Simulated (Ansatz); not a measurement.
`[NH2][GeH]([Cl])[Cl]` + `CNC(N)=O` → `[CH3][Ge]([NH2])([Cl])[Cl]` + `NC(N)=O`  (formal exchange of groups at a Ge–H bond)

Isolated molecules relaxed with PBE0-D4/def2-TZVP in Ansatz; ΔE leaves out vibrations. CCSD(T)/CBS adds triple-zeta CCSD(T) − MP2 to the extrapolated MP2 energy (def2 sets, frozen cores). For Ge outer-core shells are correlated without core-valence functions, which leaves a few kJ/mol of doubt a bond. Scalar relativity is left out up to krypton. Each species was taken in one conformer, which may not be the lowest.

`[NH2][GeH]([Cl])[Cl]`:

Cartesian coordinates in Å:
```
N -0.942 -0.260 0.676
Ge 0.497 0.142 -0.345
Cl 1.320 -1.730 -0.968
Cl -0.257 1.228 -2.025
H -0.762 -0.874 1.458
H -1.506 0.527 0.962
H 1.649 0.967 0.242
```

`CNC(N)=O`:

Cartesian coordinates in Å:
```
C -0.281 -1.624 0.215
N -0.506 -0.217 -0.002
C 0.561 0.633 -0.115
N 0.216 1.971 -0.124
O 1.713 0.256 -0.188
H 0.611 -1.916 -0.336
H -0.121 -1.869 1.271
H -1.133 -2.195 -0.158
H -1.361 0.172 0.357
H 0.977 2.565 -0.409
H -0.677 2.223 -0.513
```

`[CH3][Ge]([NH2])([Cl])[Cl]`:

Z-matrix (Å, degrees):
```
C
Ge 1 1.935
H 1 1.090 2 109.4
H 1 1.091 2 109.4 3 120.2
H 1 1.090 2 109.3 3 -119.9
N 2 1.813 1 120.4 3 -60.0
Cl 2 2.148 1 107.9 3 60.7
Cl 2 2.148 1 108.0 3 179.3
H 6 1.009 2 115.9 1 66.1
H 6 1.009 2 115.8 1 -66.6
```

`NC(N)=O`:

Z-matrix (Å, degrees):
```
N
C 1 1.376
H 1 1.006 2 113.4
H 1 1.006 2 118.4 3 139.5
N 2 1.376 1 114.1 3 -167.5
O 2 1.211 1 123.0 3 12.5
H 5 1.006 2 113.4 1 -167.5
H 5 1.006 2 118.4 1 -28.0
```

```tsv
species	MP2/def2-TZVPP energy (Eh)
`[NH2][GeH]([Cl])[Cl]`	-3051.56902
`CNC(N)=O`	-264.10951
`[CH3][Ge]([NH2])([Cl])[Cl]`	-3090.81187
`NC(N)=O`	-224.89751
```

Problem. Work out ΔE.

Solution. ΔE = (-3090.81187) + (-224.89751) − (-3051.56902) − (-264.10951) = -0.03085 Eh = -0.84 eV. CCSD(T)/CBS gives -0.79 eV.

Largest T1 diagnostic among the species: 0.014.

The D4 term adds −0.03 eV with B3LYP and −0.02 eV with PBE0; it sums over pairs of atoms, weighted by their polarisabilities, and B3LYP, whose exchange is more repulsive, gets the larger term. In def2-TZVPP, CCSD(T) changes the Hartree–Fock value by −0.09 eV (the triples alone add −0.01 eV) and MP2 by −0.15 eV.

B3LYP here is the variant with VWN-RPA as its local correlation; programs differ in this.
